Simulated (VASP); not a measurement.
# N (P6_3/mmc) in VASP: further runs

The runs below take N through single point, relaxation of cell and atoms, with PBE.

Everything below comes from runs of VASP 6.6.1. Logs are shortened: lines on timing, memory, paths and dates and some standing lists are left out, and cuts for length are marked.

### 1 The crystal as given

Symmetry: P6_3/mmc, No. 194, hexagonal system. Conventional cell: a = 2.578 Å, b = 2.578 Å, c = 2.462 Å, α = 90.00°, β = 90.00°, γ = 120.00°. N (site symmetry -6m2) is surrounded by 6 N at 1.93 Å.

The real solid is made of molecules; this cell is a model form.

### 2 Single point, PBE

Input file INCAR:

```
SYSTEM = N
PREC     = Accurate       ! precision mode
ENCUT    = 520            ! plane-wave cutoff, eV
EDIFF    = 1E-6           ! SCF threshold, eV
ISMEAR   = 0              ! smearing method
SIGMA    = 0.1            ! smearing width, eV
LREAL    = .False.        ! projectors in reciprocal space
LASPH    = .True.         ! aspherical terms in the spheres
NELM     = 100            ! most SCF steps
ALGO     = Normal         ! electronic algorithm
ISIF     = 2              ! what is computed and relaxed
LWAVE    = .False.        ! write WAVECAR
LCHARG   = .True.         ! write CHGCAR
GGA      = PE             ! functional
LELF     = .True.         ! ELF
LVHAR    = .True.       
NBANDS   = 12             ! bands
```

Input file KPOINTS:

```
Automatic mesh
0
Gamma
  12 12 8
  0 0 0
```

Input file POSCAR:

```
N
1.0
    2.5776419633      0.0000000000      0.0000000000
   -1.2888209816      2.2323034220      0.0000000000
    0.0000000000      0.0000000000      2.4620431610
N
2
Direct
    0.6666666667      0.3333333333      0.2500000000
    0.3333333333      0.6666666667      0.7500000000
```

Potentials or basis: VASP PAW PBE potentials, release 64 (N).

Command:

```console
> cat potpaw_PBE.64/N/POTCAR > POTCAR
> mpirun -np 1 vasp_std > vasp.out
```

OUTCAR:

```text
SYSTEM = N
   PREC = Accurate
   ENCUT = 520
   EDIFF = 1E-6
   ISMEAR = 0
   LREAL = .False.
   LASPH = .True.
   NELM = 100
   ISIF = 2
   GGA = PE

 ion  position               nearest neighbor table
   1  0.667  0.333  0.250-
   2  0.333  0.667  0.750-

  LATTYP: Found a hexagonal cell.
 ALAT       =     2.5776419633
 C/A-ratio  =     0.9551532742

  Lattice vectors:

 A1 = (   2.5776419633,   0.0000000000,   0.0000000000)
 A2 = (  -1.2888209816,   2.2323034220,   0.0000000000)
 A3 = (   0.0000000000,   0.0000000000,   2.4620431610)

Analysis of symmetry for initial positions (statically):
=====================================================================
 Subroutine PRICEL returns:
 Original cell was already a primitive cell.

 Routine SETGRP: Setting up the symmetry group for a
 hexagonal supercell.

 Subroutine GETGRP returns: Found 24 space group operations
 (whereof 12 operations were pure point group operations)
 out of a pool of 24 trial point group operations.

The static configuration has the point symmetry D_3d.
 The point group associated with its full space group is D_6h.

Analysis of symmetry for dynamics (positions and initial velocities):
=====================================================================
 Subroutine PRICEL returns:
 Original cell was already a primitive cell.

 Routine SETGRP: Setting up the symmetry group for a
 hexagonal supercell.

 Subroutine GETGRP returns: Found 24 space group operations
 (whereof 12 operations were pure point group operations)
 out of a pool of 24 trial point group operations.

The dynamic configuration has the point symmetry D_3d.
 The point group associated with its full space group is D_6h.

 Subroutine INISYM returns: Found 24 space group operations
 (whereof 12 operations are pure point group operations),
 and found     1 'primitive' translations

----------------------------------------------------------------------------------------

                                     Primitive cell

  volume of cell :      14.1668

  direct lattice vectors                    reciprocal lattice vectors
     2.577641963  0.000000000  0.000000000     0.387951474  0.223983888  0.000000000
    -1.288820982  2.232303422  0.000000000     0.000000000  0.447967776  0.000000000
     0.000000000  0.000000000  2.462043161     0.000000000  0.000000000  0.406166722

  length of vectors
     2.577641963  2.577641963  2.462043161     0.447967776  0.447967776  0.406166722

  position of ions in fractional coordinates (direct lattice)
     0.666666667  0.333333333  0.250000000
     0.333333333  0.666666667  0.750000000

  ion indices of the primitive-cell ions
   primitive index   ion index
                 1           1
                 2           2

----------------------------------------------------------------------------------------

 KPOINTS: Automatic mesh

Automatic generation of k-mesh.
 Grid dimensions read from file:
 generate k-points for:   12   12    8

 Generating k-lattice:

  Cartesian coordinates                     Fractional coordinates (reciprocal lattice)
     0.032329290  0.018665324  0.000000000     0.083333333  0.000000000  0.000000000
     0.000000000  0.037330648  0.000000000     0.000000000  0.083333333  0.000000000
     0.000000000  0.000000000  0.050770840     0.000000000  0.000000000  0.125000000

  Length of vectors
     0.037330648  0.037330648  0.050770840

  Shift w.r.t. Gamma in fractional coordinates (k-lattice)
     0.000000000  0.000000000  0.000000000

 Subroutine IBZKPT returns following result:
 ===========================================

 Found     95 irreducible k-points:

 Following reciprocal coordinates:
            Coordinates               Weight
  0.000000  0.000000  0.000000      1.000000
  0.083333 -0.000000  0.000000      6.000000
  0.166667  0.000000  0.000000      6.000000
  0.250000  0.000000  0.000000      6.000000
  0.333333  0.000000  0.000000      6.000000
  0.416667 -0.000000  0.000000      6.000000
[... 16 lines left out ...]
  0.250000  0.000000  0.125000     12.000000
  0.333333  0.000000  0.125000     12.000000
 [... further k-points ...]
   k-points           NKPTS =     95   k-points in BZ     NKDIM =     95   number of bands    NBANDS=     12
   number of dos      NEDOS =    301   number of ions     NIONS =      2
   total plane-waves  NPLWV =   7200
   dimension x,y,z NGX =    20 NGY =   20 NGZ =   18
   dimension x,y,z NGXF=    40 NGYF=   40 NGZF=   36
   ions per type =               2
   NGX,Y,Z   is equivalent  to a cutoff of  12.90, 12.90, 12.15 a.u.
   NGXF,Y,Z  is equivalent  to a cutoff of  25.80, 25.80, 24.31 a.u.
 SYSTEM =  N
   PREC   = accura    normal or accurate (medium, high low for compatibility)
   ISTART =      0    job   : 0-new  1-cont  2-samecut
   ICHARG =      2    charge: 1-file 2-atom 10-const
   ISPIN  =      1    spin polarized calculation?
   LNONCOLLINEAR =      F non collinear calculations
   LSORBIT =      F    spin-orbit coupling
   LASPH  =      T    aspherical Exc in radial PAW
   ENCUT  =  520.0 eV  38.22 Ry    6.18 a.u.   4.79  4.79  4.58*2*pi/ulx,y,z
   NELM   =    100;   NELMIN=  2; NELMDL= -5     # of ELM steps
   EDIFF  = 0.1E-05   stopping-criterion for ELM
   LREAL  =      F    real-space projection
   EDIFFG = 0.1E-04   stopping-criterion for IOM
   NSW    =      0    number of steps for IOM
   IBRION =     -1    ionic relax: 0-MD 1-quasi-New 2-CG
   NFREE  =      0    steps in history (QN), initial steepest desc. (CG)
   ISIF   =      2    stress and relaxation
   ISYM   =      2    0-nonsym 1-usesym 2-fastsym
   POTIM  = 0.5000    time-step for ionic-motion
   TEBEG  =    0.0;   TEEND  =   0.0 temperature during run
   PSTRESS=    0.0 pullay stress
   NELECT =      10.0000    total number of electrons
   NUPDOWN=      -1.0000    fix difference up-down
   EMIN   =  10.00;   EMAX   =-10.00  energy-range for DOS
   EFERMI =   0.00;   METHOD = LEGACY
   ISMEAR =     0;   SIGMA  =   0.10  broadening in eV -4-tet -1-fermi 0-gaus
   EFERMI_NEDOS =   21; number of points for ismear=-14 and -15
   IALGO  =     38    algorithm
   IMIX   =      4    mixing-type and parameters
     AMIX     =   0.40;   BMIX     =  1.00
     AMIX_MAG =   1.60;   BMIX_MAG =  1.00
  volume/ion in A,a.u.               =       7.08        47.80
  Fermi-wavevector in a.u.,A,eV,Ry     =   1.457642  2.754545 28.908591  2.124721
  Thomas-Fermi vector in A             =   2.574420
   LORBIT       =      0    0 simple, 1 ext, 2 COOP (PROOUT), +10 PAW based schemes
   GGA     = PE    functional components
   LHFCALC =     F    Hartree Fock is set to
   AEXX    =    0.0000 exact exchange contribution
   IVDW    =     0    specifies the selected vdW correction
   LEPSILON=     F    determine dielectric tensor
   LRPA    =     F    only Hartree local field effects (RPA)
 non-spin polarized calculation
 Gauss-broadening in eV      SIGMA  =   0.10
  energy-cutoff  :      520.00
  volume of cell :       14.17
 maximum number of plane-waves:       405
 NGX is ok and might be reduce to    20
   NGX =  9   NGY =  9   NGZ =  9

 number of electron      10.0000001 magnetization

 Free energy of the ion-electron system (eV)
  ---------------------------------------------------
  ext. energy  EPLUGINS =         0.00000000
  ---------------------------------------------------
  free energy    TOTEN  =        -9.43119597 eV

  energy without entropy =       -9.42676076  energy(sigma->0) =       -9.42897836

 E-fermi :   6.1736     XC(G=0): -12.7436

 val. band max:        6.1624276295   @ k =   0.2500   0.0833   0.1250
 cond. band min:       6.1878828503   @ k =   0.4167   0.1667   0.3750
 fundamental gap:      0.0254552208
 Fermi energy:         6.1736494264

 k-point     1 :       0.0000    0.0000    0.0000
  band No.  band energies     occupation
      1     -15.0678      2.00000
      2       0.1913      2.00000
      3       2.0125      2.00000
      4       3.9167      2.00000
      5       3.9167      2.00000
      6       8.9400      0.00000
      7       8.9400      0.00000
      8      12.0653      0.00000
      9      20.9111      0.00000
     10      23.6925      0.00000
     11      31.1007      0.00000
     12      31.1007      0.00000

 k-point     2 :       0.0833   -0.0000    0.0000
  band No.  band energies     occupation
      1     -14.9100      2.00000
      2      -0.3001      2.00000
      3       2.1393      2.00000
      4       3.6704      2.00000
      5       3.9699      2.00000
      6       8.8754      0.00000
      7       9.1818      0.00000
      8      11.8674      0.00000
      9      21.2823      0.00000
     10      23.6062      0.00000
     11      31.3060      0.00000
     12      31.3605      0.00000

 k-point     3 :       0.1667    0.0000    0.0000
  band No.  band energies     occupation
      1     -14.4411      2.00000
      2      -1.5848      2.00000
      3       2.5120      2.00000
      4       3.0977      2.00000
      5       4.0508      2.00000
      6       8.7516      0.00000
      7       9.7321      0.00000
      8      11.3038      0.00000
      9      22.0922      0.00000
     10      23.4563      0.00000
     11      31.9958      0.00000
     12      32.1735      0.00000
[... 286 lines left out ...]
 k-point    23 :       0.2500    0.0000    0.1250
  band No.  band energies     occupation
      1     -13.3722      2.00000
      2      -3.3904      2.00000
      3       1.1509      2.00000
      4       2.7194      2.00000
      5       5.6624      2.00000
      6       8.0562      0.00000
      7       9.9970      0.00000
      8      10.6989      0.00000
      9      22.2211      0.00000
     10      25.3066      0.00000
     11      32.5470      0.00000
     12      32.8752      0.00000

 k-point    24 :       0.3333    0.0000    0.1250
  band No.  band energies     occupation
      1     -12.3547      2.00000
      2      -5.0428      2.00000
      3       1.4647      2.00000
      4       2.1972      2.00000
      5       5.6479      2.00000
      6       7.4754      0.00000
      7      10.3546      0.00000
      8      10.4654      0.00000
      9      21.4556      0.00000
     10      27.2556      0.00000
     11      31.8268      0.00000
     12      34.0574      0.00000

 [... further k-points ...]

------------------------ aborting loop because EDIFF is reached ----------------------------------------

  FORCE on cell =-STRESS in cart. coord.  units (eV):
  Direction    XX          YY          ZZ          XY          YZ          ZX
  --------------------------------------------------------------------------------------
  -------------------------------------------------------------------------------------
  Total       -0.0070170     -0.0070170      0.0056791     -0.0000000     -0.0000000     -0.0000000
  in kB       -0.7935790     -0.7935790      0.6422741     -0.0000000     -0.0000000     -0.0000000
  external PRESSURE =      -0.3149613 kB  Pullay stress =       0.0000000 kB

 VOLUME and BASIS-vectors are now :
 -----------------------------------------------------------------------------
  energy-cutoff  :      520.00
  volume of cell :       14.17
      direct lattice vectors                 reciprocal lattice vectors
     2.577641963  0.000000000  0.000000000     0.387951474  0.223983888  0.000000000
    -1.288820982  2.232303422  0.000000000     0.000000000  0.447967776  0.000000000
     0.000000000  0.000000000  2.462043161     0.000000000  0.000000000  0.406166722

 POSITION                                       TOTAL-FORCE (eV/Angst)
 -----------------------------------------------------------------------------------
      1.28882      0.74410      0.61551         0.000000     -0.000000      0.000000
     -0.00000      1.48820      1.84653        -0.000000      0.000000      0.000000
 -----------------------------------------------------------------------------------
    total drift:                               -0.000000      0.000000      0.000000

  FREE ENERGIE OF THE ION-ELECTRON SYSTEM (eV)
  ---------------------------------------------------
  free  energy   TOTEN  =        -9.4311959698 eV

  energy  without entropy=       -9.4267607592  energy(sigma->0) =       -9.42897836
```

It took 11 s on 1 thread of Intel Xeon Platinum 8259CL at 2.50GHz (Skylake/Cascade Lake), shared host; peak memory 0.12 GiB.

What came out:

* Free energy: -9.4312 eV
* Pressure: 0.0 GPa
* Band gap on the k mesh: none (metal or under the smearing width)

Stress tensor (GPa, compression positive):
```
-0.08  0.00  0.00
 0.00 -0.08  0.00
 0.00  0.00  0.06
```

Levels at points of the mesh, in eV from the Fermi level:
```tsv
k point	band 1	band 2	band 3	band 4	band 5	band 6	band 7	band 8	band 9	band 10
(0.00, 0.00, 0.00)	-21.24	-5.98	-4.16	-2.26	-2.26	2.77	2.77	5.89	14.74	17.52
(0.50, 0.00, 0.00)	-16.95	-14.02	-4.71	-2.24	-1.13	1.86	2.78	4.96	13.77	23.42
(0.00, 0.00, 0.50)	-16.41	-16.41	0.61	0.61	0.61	0.61	1.75	1.75	21.20	21.20
(0.50, 0.00, 0.50)	-13.01	-13.01	-8.00	-8.00	-0.62	-0.62	3.92	3.92	18.96	18.96
```

### 3 Relaxation of cell and atoms, PBE

This run uses another cell than the first one, of 6.72 Å³/atom, 0.949 times its volume.

Input file INCAR:

```
PREC = Accurate ; ENCUT = 600
EDIFF = 1E-6 ; ISMEAR = 0
SIGMA = 0.1 ; LREAL = False
LASPH = True ; NELM = 100
ALGO = Fast ; ISIF = 3
LWAVE = False ; LCHARG = False
GGA = PE ; IBRION = 2
NSW = 100 ; EDIFFG = -0.05
```

Input file KPOINTS:

```
Automatic mesh
0
Gamma
  12 12 8
```

Input file POSCAR:

```
N
1.0
    2.5194737886      0.0000000000      0.0000000000
   -1.2597368943      2.1819283051      0.0000000000
    0.0000000000      0.0000000000      2.4460020000
N
2
Direct
    0.6666666700      0.3333333300      0.2500000000
    0.3333333300      0.6666666700      0.7500000000
```

Potentials or basis: VASP PAW PBE potentials, release 64 (N).

Command:

```console
> cat potpaw_PBE.64/N/POTCAR > POTCAR
> mpirun -np 1 vasp_std > vasp.out
```

Run time: 18 s. Hardware: 1 thread of Intel Xeon Platinum 8259CL at 2.50GHz (Skylake/Cascade Lake), shared host; peak memory 0.12 GiB.

The run converged. Its results:

| Quantity | Value |
| --- | --- |
| Free energy | -9.4329 eV |
| Relaxed volume | 7.11 Å³/atom |
| Relaxed cell | a = 2.581 Å, b = 2.581 Å, c = 2.464 Å, α = 90.00°, β = 90.00°, γ = 120.00° |
| Space group after relaxing (to 0.05 Å) | P6_3/mmc (No. 194) |
| Energy gained by relaxing | 11.2 meV/atom |
| Ionic steps | 2 |
| Pressure after relaxing | -1.0 GPa |
| Band gap on the k mesh | none (metal or under the smearing width) |

Step by step:
```csv
step,energy change (eV),largest force (eV/Å),pressure (GPa),volume (Å³)
1,0.0000,0.0000,9.24,13.45
2,-0.0223,0.0000,-1.00,14.21
```

Final structure:
```
CELL_PARAMETERS angstrom
2.58074 0.00000 0.00000
-1.29037 2.23499 0.00000
0.00000 0.00000 2.46432
ATOMIC_POSITIONS crystal
N 0.66667 0.33333 0.25000
N 0.33333 0.66667 0.75000
```

Levels at points of the mesh, in eV from the Fermi level:
| k point | band 1 | band 2 | band 3 | band 4 | band 5 | band 6 | band 7 | band 8 | band 9 |
| --- | --- | --- | --- | --- | --- | --- | --- | --- | --- |
| (0.00, 0.00, 0.00) | -21.19 | -6.01 | -4.14 | -2.25 | -2.25 | 2.76 | 2.76 | 5.87 | 14.74 |
| (0.50, 0.00, 0.00) | -16.92 | -14.00 | -4.69 | -2.25 | -1.12 | 1.86 | 2.77 | 4.94 | 13.76 |
| (0.00, 0.00, 0.50) | -16.38 | -16.38 | 0.61 | 0.61 | 0.61 | 0.61 | 1.73 | 1.73 | 21.16 |
| (0.50, 0.00, 0.50) | -13.00 | -13.00 | -7.97 | -7.97 | -0.61 | -0.61 | 3.91 | 3.91 | 18.93 |

Caveat: the relaxation stopped at a loose force limit of 0.05 eV/Å, so its end isn't a converged minimum.

[end of part 1 of 2]
